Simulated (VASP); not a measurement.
Crystal: In.

```
In
1.0
    -1.62547    1.62547    2.47370
     1.62547   -1.62547    2.47370
     1.62547    1.62547   -2.47370
In
1
Direct
  0.00000 0.00000 0.00000
```

| Property | Result |
| --- | --- |
| Program | VASP 6.6.1 |
| Task | relaxation of cell and atoms |
| Functional | PBE |
| Potentials or basis | VASP PAW PBE potentials, release 64 (In_d) |
| Cutoff | 520 eV |
| k mesh | 19 × 19 × 19 |
| Occupations | gaussian, width 0.1 eV |
| Spin | no spin polarisation |

At the start: pressure 2.0 GPa; volume 26.14 Å³/atom.

Task: How do energy, volume and symmetry change on relaxing?

Result: Over 10 steps the energy falls by 8.4 meV/atom and the volume is 27.53 Å³/atom (+5.3 %); space group I4/mmm (No. 139, to 0.05 Å).

The path:
| step | energy change (eV) | largest force (eV/Å) | pressure (GPa) | volume (Å³) |
| --- | --- | --- | --- | --- |
| 1 | 0.0000 | 0.0000 | 2.00 | 26.14 |
| 2 | -0.0081 | 0.0000 | 0.08 | 27.40 |
| 3 | -0.0081 | 0.0000 | 0.05 | 27.46 |
| 4 | -0.0081 | 0.0000 | -0.11 | 27.58 |
| 5 | -0.0081 | 0.0000 | -0.01 | 27.50 |
| 6 | -0.0082 | 0.0000 | 0.00 | 27.50 |
| 7 | -0.0083 | 0.0000 | -0.02 | 27.51 |
| 8 | -0.0084 | 0.0000 | -0.08 | 27.53 |
| 9 | -0.0084 | 0.0000 | -0.03 | 27.53 |
| 10 | -0.0084 | 0.0000 | -0.03 | 27.53 |

Final structure:
```
CELL_PARAMETERS angstrom
-1.66530 1.66530 2.48155
1.66530 -1.66530 2.48155
1.66530 1.66530 -2.48155
ATOMIC_POSITIONS crystal
In 0.00000 0.00000 0.00000
```
